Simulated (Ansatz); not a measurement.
Structure types of TiC were relaxed at one common pressure (all-electron LAPW in Ansatz 0.2.0 under PBE, scalar-relativistic, no spin polarisation, zero temperature). They take these volumes:

```
    type  space group  V (Å³/atom)
rocksalt        Fm-3m         8.74
    CsCl        Pm-3m         8.43
      WC        P-6m2         9.10
    NiAs     P6_3/mmc         9.16
```

**Question.** At about which pressure, and is the densest type also the lowest in enthalpy?

**Answer.** 51 GPa. The densest is CsCl, and it is 1090 meV/atom above rocksalt: its gain in pV doesn't pay for its higher energy here.
